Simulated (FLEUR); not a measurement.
# KI (Fm-3m) in FLEUR: notebook

One crystal, KI, is run at these levels: r2SCAN; tasks: band structure, equation of state.

Program: FLEUR MaX-R8.1 (later development tree). These are calculated values, not measurements. Logs are shortened: lines on timing, memory, paths and dates and some standing lists are left out, and cuts for length are marked.

**What was measured.**

A printed reference work, monograph reports, for a bulk crystal of KI: band gap 6.32 eV.

How close the calculation comes is told below.

**1. Starting point**

Symmetry: Fm-3m, No. 225, cubic system. Conventional cell: a = 7.066 Å, b = 7.066 Å, c = 7.066 Å, α = 90.00°, β = 90.00°, γ = 90.00°. Around I (site symmetry m-3m) lie 6 K at 3.53 Å. Around K (site symmetry m-3m) lie 6 I at 3.53 Å.

**2. Band structure, r2SCAN**

Input file inp.xml:

```xml
<?xml version="1.0" encoding="UTF-8" standalone="no"?>
<fleurInput fleurInputVersion="0.39">
   <comment>
      KI                                                                                                  
   </comment>
   <calculationSetup>
      <cutoffs Kmax="4.1" Gmax="12.7" GmaxXC="12.7" numbands="0"/>
      <scfLoop itmax="60" minDistance="0.00001" maxIterBroyd="15" imix="Anderson" alpha="0.05" precondParam="0.0" spinf="2.0" sdNocoIR="T"/>
      <coreElectrons ctail="F" frcor="F" kcrel="0" coretail_lmax="0"/>
      <xcFunctional name="LibXC" relativisticCorrections="F">
         <LibXCName exchange="mgga_x_r2scan" correlation="mgga_c_r2scan"/>
         <AuxGGA exchange="117" correlation="130"/>
      </xcFunctional>
      <magnetism jspins="1"/>
      <soc l_soc="F" theta="0.0" phi="0.0" spav="F"/>
      <expertModes spex="0" secvar="F"/>
      <geometryOptimization l_f="F" forcealpha="1.0" forcemix="BFGS" epsdisp="0.00001" epsforce="0.00001"/>
      <ldaU l_linMix="F" mixParam="0.05" spinf="1.0"/>
   </calculationSetup>
   <cell>
      <bzIntegration valenceElectrons="32.0" mode="hist" fermiSmearingEnergy="0.00183747">
         <kPointListSelection listName="default-1"/>
         <!-- k-points included here -->
         <xi:include xmlns:xi="http://www.w3.org/2001/XInclude" href="kpts.xml"> </xi:include>
      </bzIntegration>
[... 35 lines left out ...]
         </electronConfig>
         <energyParameters s="4" p="3" d="3" f="4"/>
         <lo type="SCLO" l="0" n="3" eDeriv="0"/>
         <lo type="HELO" l="1" n="4" eDeriv="0"/>
         <lo type="HELO" l="1" n="4" eDeriv="1"/>
         <lo type="SCLO" l="2" n="3" eDeriv="2"/>
         <lo type="SCLO" l="3" n="4" eDeriv="2"/>
      </species>
   </atomSpecies>
   <atomGroups>
      <atomGroup species="Iodine (I)">
         <relPos label="                   1">1.000/2.000 1.000/2.000 1.000/2.000</relPos>
         <force calculate="T" relaxXYZ="TTT"/>
      </atomGroup>
      <atomGroup species="Potassium (K)">
         <relPos label="                   2">.0000000000 .0000000000 .0000000000</relPos>
         <force calculate="T" relaxXYZ="TTT"/>
      </atomGroup>
   </atomGroups>
   <output dos="F" band="F" slice="F">
      <checks vchk="F" cdinf="F"/>
      <bandDOS minEnergy="-.5*Htr" maxEnergy="0.5*Htr" sigma="0.015" storeEVData="T"/>
      <vacuumDOS vacdos="F" integ="F" star="F" nstars="0" locx1="0.0" locy1="0.0" locx2="0.0" locy2="0.0" nstm="0" tworkf="0.0"/>
      <unfoldingBand unfoldBand="F" supercellX="1" supercellY="1" supercellZ="1"/>
      <plotting iplot="0" polar="F">
         <plot TwoD="T" vec1="  1.0  0.0  0.0" vec2="  0.0  1.0  0.0" vec3="  0.0  0.0  1.0" zero="  0.0  0.0  0.0" file="plot"/>
      </plotting>
      <chargeDensitySlicing numkpt="0" minEigenval="0.0" maxEigenval="0.0" nnne="0" pallst="F"/>
      <specialOutput eonly="F"/>
      <moessbauerParams electricFieldGradient="T" isomerShift="T" coreHyperfine="T" valenceHyperfine="T"/>
      <magneticCircularDichroism mcd="F" energyLo="-10.0" energyUp="0.0"/>
   </output>
  <!-- We include the file relax.xml here to enable relaxations (see documentation) -->
  <xi:include xmlns:xi="http://www.w3.org/2001/XInclude" href="relax.xml"> <xi:fallback/> </xi:include>
</fleurInput>
```

Input file crystal.txt:

```
KI
&input cartesian=F /
0.0000000000  3.5327750000  3.5327750000
3.5327750000  0.0000000000  3.5327750000
3.5327750000  3.5327750000  0.0000000000
1.8897261246
1.0 1.0 1.0

2
53 0.5000000000  0.5000000000  0.5000000000
19 0.0000000000  0.0000000000  0.0000000000

&kpt div1=7 div2=7 div3=7 gamma=T /
```

Input file inp.xml (bands):

```
<?xml version="1.0" encoding="UTF-8" standalone="no"?>
<fleurInput fleurInputVersion="0.39">
   <comment>
      KI                                                                                                  
   </comment>
   <calculationSetup>
      <cutoffs Kmax="4.1" Gmax="12.7" GmaxXC="12.7" numbands="0"/>
      <scfLoop itmax="60" minDistance="0.00001" maxIterBroyd="15" imix="Anderson" alpha="0.05" precondParam="0.0" spinf="2.0" sdNocoIR="T"/>
      <coreElectrons ctail="F" frcor="F" kcrel="0" coretail_lmax="0"/>
      <xcFunctional name="LibXC" relativisticCorrections="F">
         <LibXCName exchange="mgga_x_r2scan" correlation="mgga_c_r2scan"/>
         <AuxGGA exchange="117" correlation="130"/>
      </xcFunctional>
      <magnetism jspins="1"/>
      <soc l_soc="F" theta="0.0" phi="0.0" spav="F"/>
      <expertModes spex="0" secvar="F"/>
      <geometryOptimization l_f="F" forcealpha="1.0" forcemix="BFGS" epsdisp="0.00001" epsforce="0.00001"/>
      <ldaU l_linMix="F" mixParam="0.05" spinf="1.0"/>
   </calculationSetup>
   <cell>
      <bzIntegration valenceElectrons="32.0" mode="hist" fermiSmearingEnergy="0.00183747">
         <kPointListSelection listName="path-1"/>
         <!-- k-points included here -->
         <xi:include xmlns:xi="http://www.w3.org/2001/XInclude" href="kpts.xml"> </xi:include>
      </bzIntegration>
      <!-- symmetry operations included here -->
[... 34 lines left out ...]
         </electronConfig>
         <energyParameters s="4" p="3" d="3" f="4"/>
         <lo type="SCLO" l="0" n="3" eDeriv="0"/>
         <lo type="HELO" l="1" n="4" eDeriv="0"/>
         <lo type="HELO" l="1" n="4" eDeriv="1"/>
         <lo type="SCLO" l="2" n="3" eDeriv="2"/>
         <lo type="SCLO" l="3" n="4" eDeriv="2"/>
      </species>
   </atomSpecies>
   <atomGroups>
      <atomGroup species="Iodine (I)">
         <relPos label="                   1">1.000/2.000 1.000/2.000 1.000/2.000</relPos>
         <force calculate="T" relaxXYZ="TTT"/>
      </atomGroup>
      <atomGroup species="Potassium (K)">
         <relPos label="                   2">.0000000000 .0000000000 .0000000000</relPos>
         <force calculate="T" relaxXYZ="TTT"/>
      </atomGroup>
   </atomGroups>
   <output dos="F" band="T" slice="F">
      <checks vchk="F" cdinf="F"/>
      <bandDOS minEnergy="-.5*Htr" maxEnergy="0.5*Htr" sigma="0.015" storeEVData="T"/>
      <vacuumDOS vacdos="F" integ="F" star="F" nstars="0" locx1="0.0" locy1="0.0" locx2="0.0" locy2="0.0" nstm="0" tworkf="0.0"/>
      <unfoldingBand unfoldBand="F" supercellX="1" supercellY="1" supercellZ="1"/>
      <plotting iplot="0" polar="F">
         <plot TwoD="T" vec1="  1.0  0.0  0.0" vec2="  0.0  1.0  0.0" vec3="  0.0  0.0  1.0" zero="  0.0  0.0  0.0" file="plot"/>
      </plotting>
      <chargeDensitySlicing numkpt="0" minEigenval="0.0" maxEigenval="0.0" nnne="0" pallst="F"/>
      <specialOutput eonly="F"/>
      <moessbauerParams electricFieldGradient="T" isomerShift="T" coreHyperfine="T" valenceHyperfine="T"/>
      <magneticCircularDichroism mcd="F" energyLo="-10.0" energyUp="0.0"/>
   </output>
  <!-- We include the file relax.xml here to enable relaxations (see documentation) -->
  <xi:include xmlns:xi="http://www.w3.org/2001/XInclude" href="relax.xml"> <xi:fallback/> </xi:include>
</fleurInput>
```

Potentials or basis: all-electron, FLAPW.

Started as:

```
inpgen -f crystal.txt -profile fastHighL
# inp.xml edited to the form shown
fleur_MPI
fleur_MPI   # second run, on inp.xml (bands)
```

The log of the run:

```text
Welcome to FLEUR        (www.flapw.de)
      MaX-Release 8.1          (www.max-centre.eu)
 func_ids         498         497         498         497
 MetaGGA potential functional detected - V_tau will be computed
 Auxiliary Potential for radial basis: exchange=         117  correlation=         130
The functional 'Re-regularized SCAN exchange by Furness et al' is an exchange functional, it belongs to the 'MGGA' family and is defined in the reference(s):
[1] J. W. Furness, A. D. Kaplan, J. Ning, J. P. Perdew, and J. Sun.,  J. Phys. Chem. Lett. 11, 8208-8215 (2020)
[2] J. W. Furness, A. D. Kaplan, J. Ning, J. P. Perdew, and J. Sun.,  J. Phys. Chem. Lett. 11, 9248-9248 (2020)
The functional 'Re-regularized SCAN correlation by Furness et al' is a correlation functional, it belongs to the 'MGGA' family and is defined in the reference(s):
[1] J. W. Furness, A. D. Kaplan, J. Ning, J. P. Perdew, and J. Sun.,  J. Phys. Chem. Lett. 11, 8208-8215 (2020)
[2] J. W. Furness, A. D. Kaplan, J. Ning, J. P. Perdew, and J. Sun.,  J. Phys. Chem. Lett. 11, 9248-9248 (2020)
 Using same functional for VXC and EXC

 ========== k-point set info ==========
 Selected k-point list: default-1
 k-point list type: mesh
 7 x 7 x 7
 Number of k points: 20

 ------------Calculation Setup---------------------------
 Number of MPI-tasks      :            1
 Number of PE/node        :            1
 Number of OMP-threads    :            1
 Most efficient MPI parallelization for:
           1           2           4           5          10          20
 Additional eigenvalue parallelization possible
 Number of basis functions:          785
 Approximate size of matrices (H+S) per k-point:         0.009 GB
 --------------------------------------------------------
The functional 'Hammer, Hansen, and Norskov' is an exchange functional, it belongs to the 'GGA' family and is defined in the reference(s):
[1] B. Hammer, L. B. Hansen, and J. K. Nørskov.,  Phys. Rev. B 59, 7413 (1999)
The functional 'Perdew, Burke & Ernzerhof' is a correlation functional, it belongs to the 'GGA' family and is defined in the reference(s):
[1] J. P. Perdew, K. Burke, and M. Ernzerhof.,  Phys. Rev. Lett. 77, 3865 (1996)
[2] J. P. Perdew, K. Burke, and M. Ernzerhof.,  Phys. Rev. Lett. 78, 1396 (1997)
 Using same functional for VXC and EXC
 Using auxiliary GGA potential for the first iteration of MetaGGA calculation.
 Reset of history
 Reset of history
 Iteration:     1   Distance:      16.13337673 me/bohr^3
The functional 'Hammer, Hansen, and Norskov' is an exchange functional, it belongs to the 'GGA' family and is defined in the reference(s):
[1] B. Hammer, L. B. Hansen, and J. K. Nørskov.,  Phys. Rev. B 59, 7413 (1999)
The functional 'Perdew, Burke & Ernzerhof' is a correlation functional, it belongs to the 'GGA' family and is defined in the reference(s):
[1] J. P. Perdew, K. Burke, and M. Ernzerhof.,  Phys. Rev. Lett. 77, 3865 (1996)
[2] J. P. Perdew, K. Burke, and M. Ernzerhof.,  Phys. Rev. Lett. 78, 1396 (1997)
 Using same functional for VXC and EXC
 Iteration:     2   Distance:      15.20916544 me/bohr^3
The functional 'Hammer, Hansen, and Norskov' is an exchange functional, it belongs to the 'GGA' family and is defined in the reference(s):
[1] B. Hammer, L. B. Hansen, and J. K. Nørskov.,  Phys. Rev. B 59, 7413 (1999)
The functional 'Perdew, Burke & Ernzerhof' is a correlation functional, it belongs to the 'GGA' family and is defined in the reference(s):
[1] J. P. Perdew, K. Burke, and M. Ernzerhof.,  Phys. Rev. Lett. 77, 3865 (1996)
[2] J. P. Perdew, K. Burke, and M. Ernzerhof.,  Phys. Rev. Lett. 78, 1396 (1997)
 Using same functional for VXC and EXC
 Iteration:     3   Distance:      14.42687585 me/bohr^3
The functional 'Hammer, Hansen, and Norskov' is an exchange functional, it belongs to the 'GGA' family and is defined in the reference(s):
[1] B. Hammer, L. B. Hansen, and J. K. Nørskov.,  Phys. Rev. B 59, 7413 (1999)
The functional 'Perdew, Burke & Ernzerhof' is a correlation functional, it belongs to the 'GGA' family and is defined in the reference(s):
[1] J. P. Perdew, K. Burke, and M. Ernzerhof.,  Phys. Rev. Lett. 77, 3865 (1996)
[2] J. P. Perdew, K. Burke, and M. Ernzerhof.,  Phys. Rev. Lett. 78, 1396 (1997)
 Using same functional for VXC and EXC
 Iteration:     4   Distance:       1.54988572 me/bohr^3
The functional 'Hammer, Hansen, and Norskov' is an exchange functional, it belongs to the 'GGA' family and is defined in the reference(s):
[1] B. Hammer, L. B. Hansen, and J. K. Nørskov.,  Phys. Rev. B 59, 7413 (1999)
The functional 'Perdew, Burke & Ernzerhof' is a correlation functional, it belongs to the 'GGA' family and is defined in the reference(s):
[1] J. P. Perdew, K. Burke, and M. Ernzerhof.,  Phys. Rev. Lett. 77, 3865 (1996)
[2] J. P. Perdew, K. Burke, and M. Ernzerhof.,  Phys. Rev. Lett. 78, 1396 (1997)
 Using same functional for VXC and EXC
 Iteration:     5   Distance:       0.78703967 me/bohr^3
The functional 'Hammer, Hansen, and Norskov' is an exchange functional, it belongs to the 'GGA' family and is defined in the reference(s):
[1] B. Hammer, L. B. Hansen, and J. K. Nørskov.,  Phys. Rev. B 59, 7413 (1999)
The functional 'Perdew, Burke & Ernzerhof' is a correlation functional, it belongs to the 'GGA' family and is defined in the reference(s):
[1] J. P. Perdew, K. Burke, and M. Ernzerhof.,  Phys. Rev. Lett. 77, 3865 (1996)
[2] J. P. Perdew, K. Burke, and M. Ernzerhof.,  Phys. Rev. Lett. 78, 1396 (1997)
 Using same functional for VXC and EXC
 Iteration:     6   Distance:       0.38859767 me/bohr^3
The functional 'Hammer, Hansen, and Norskov' is an exchange functional, it belongs to the 'GGA' family and is defined in the reference(s):
[1] B. Hammer, L. B. Hansen, and J. K. Nørskov.,  Phys. Rev. B 59, 7413 (1999)
The functional 'Perdew, Burke & Ernzerhof' is a correlation functional, it belongs to the 'GGA' family and is defined in the reference(s):
[1] J. P. Perdew, K. Burke, and M. Ernzerhof.,  Phys. Rev. Lett. 77, 3865 (1996)
[2] J. P. Perdew, K. Burke, and M. Ernzerhof.,  Phys. Rev. Lett. 78, 1396 (1997)
 Using same functional for VXC and EXC
[... 61 lines left out ...]
[2] J. P. Perdew, K. Burke, and M. Ernzerhof.,  Phys. Rev. Lett. 78, 1396 (1997)
 Using same functional for VXC and EXC
 Iteration:    16   Distance:       0.00036620 me/bohr^3
The functional 'Hammer, Hansen, and Norskov' is an exchange functional, it belongs to the 'GGA' family and is defined in the reference(s):
[1] B. Hammer, L. B. Hansen, and J. K. Nørskov.,  Phys. Rev. B 59, 7413 (1999)
The functional 'Perdew, Burke & Ernzerhof' is a correlation functional, it belongs to the 'GGA' family and is defined in the reference(s):
[1] J. P. Perdew, K. Burke, and M. Ernzerhof.,  Phys. Rev. Lett. 77, 3865 (1996)
[2] J. P. Perdew, K. Burke, and M. Ernzerhof.,  Phys. Rev. Lett. 78, 1396 (1997)
 Using same functional for VXC and EXC
 Iteration:    17   Distance:       0.00035346 me/bohr^3
The functional 'Hammer, Hansen, and Norskov' is an exchange functional, it belongs to the 'GGA' family and is defined in the reference(s):
[1] B. Hammer, L. B. Hansen, and J. K. Nørskov.,  Phys. Rev. B 59, 7413 (1999)
The functional 'Perdew, Burke & Ernzerhof' is a correlation functional, it belongs to the 'GGA' family and is defined in the reference(s):
[1] J. P. Perdew, K. Burke, and M. Ernzerhof.,  Phys. Rev. Lett. 77, 3865 (1996)
[2] J. P. Perdew, K. Burke, and M. Ernzerhof.,  Phys. Rev. Lett. 78, 1396 (1997)
 Using same functional for VXC and EXC
 Iteration:    18   Distance:       0.00019716 me/bohr^3
The functional 'Hammer, Hansen, and Norskov' is an exchange functional, it belongs to the 'GGA' family and is defined in the reference(s):
[1] B. Hammer, L. B. Hansen, and J. K. Nørskov.,  Phys. Rev. B 59, 7413 (1999)
The functional 'Perdew, Burke & Ernzerhof' is a correlation functional, it belongs to the 'GGA' family and is defined in the reference(s):
[1] J. P. Perdew, K. Burke, and M. Ernzerhof.,  Phys. Rev. Lett. 77, 3865 (1996)
[2] J. P. Perdew, K. Burke, and M. Ernzerhof.,  Phys. Rev. Lett. 78, 1396 (1997)
 Using same functional for VXC and EXC
 Iteration:    19   Distance:       0.00003222 me/bohr^3
The functional 'Hammer, Hansen, and Norskov' is an exchange functional, it belongs to the 'GGA' family and is defined in the reference(s):
[1] B. Hammer, L. B. Hansen, and J. K. Nørskov.,  Phys. Rev. B 59, 7413 (1999)
The functional 'Perdew, Burke & Ernzerhof' is a correlation functional, it belongs to the 'GGA' family and is defined in the reference(s):
[1] J. P. Perdew, K. Burke, and M. Ernzerhof.,  Phys. Rev. Lett. 77, 3865 (1996)
[2] J. P. Perdew, K. Burke, and M. Ernzerhof.,  Phys. Rev. Lett. 78, 1396 (1997)
 Using same functional for VXC and EXC
 Iteration:    20   Distance:       0.00000676 me/bohr^3

 ********************************************************************
 Run finished successfully
 Stop message:
   all done
 ********************************************************************
```

Run time: 2.1 min. Hardware: 1 thread of Arm Neoverse V1, shared host; peak memory 0.1 GiB.

Results:

```
Free energy                                           : -210110.0527 eV
Band gap on the k mesh                                : 4.40 eV, direct
Band gap along the path                               : 4.40 eV, direct
Valence electrons inside the program's atomic spheres : I 21.17; K 7.83 (radii I 2.66, K 2.66 bohr)
```

Levels at the corners of the path, in eV from the valence-band top:
| point | band 14 | band 15 | band 16 | band 17 | band 18 | band 19 |
| --- | --- | --- | --- | --- | --- | --- |
| Γ | 0.00 | 0.00 | 0.00 | 4.40 | 7.01 | 7.01 |
| X | -1.04 | -0.38 | -0.38 | 5.22 | 6.42 | 8.76 |
| W | -0.75 | -0.75 | -0.60 | 6.80 | 6.80 | 7.31 |
| K | -0.89 | -0.77 | -0.39 | 5.94 | 7.28 | 7.95 |
| Γ | 0.00 | 0.00 | 0.00 | 4.40 | 7.01 | 7.01 |
| L | -1.34 | -0.34 | -0.34 | 5.82 | 8.08 | 8.73 |
| U | -0.89 | -0.77 | -0.39 | 5.94 | 7.28 | 7.95 |
| W | -0.75 | -0.75 | -0.60 | 6.80 | 6.80 | 7.31 |
| L | -1.34 | -0.34 | -0.34 | 5.82 | 8.08 | 8.73 |
| K | -0.89 | -0.77 | -0.39 | 5.94 | 7.28 | 7.95 |
| U | -0.89 | -0.77 | -0.39 | 5.94 | 7.28 | 7.95 |
| X | -1.04 | -0.38 | -0.38 | 5.22 | 6.42 | 8.76 |

Core levels (eV from the Fermi level):
```csv
atom,levels
1 I,"1s1/2 -32955.7, 2s1/2 -5083.8, 2p1/2 -4768.7, 2p3/2 -4470.0, 3s1/2 -1020.1, 3p1/2 -890.0, 3p3/2 -833.7, 4s1/2 -172.8, 3d3/2 -604.8, 3d5/2 -592.9"
2 K,"1s1/2 -3515.6, 2s1/2 -346.6, 2p1/2 -275.0, 2p3/2 -272.1"
```

Caveat: the meta-GGA is that of a development version, with a GGA for the radial functions and cores and without core tails; spin-orbit coupling is left out, which moves the levels of the heavy elements.

(Part 1 of 2 ends here.)
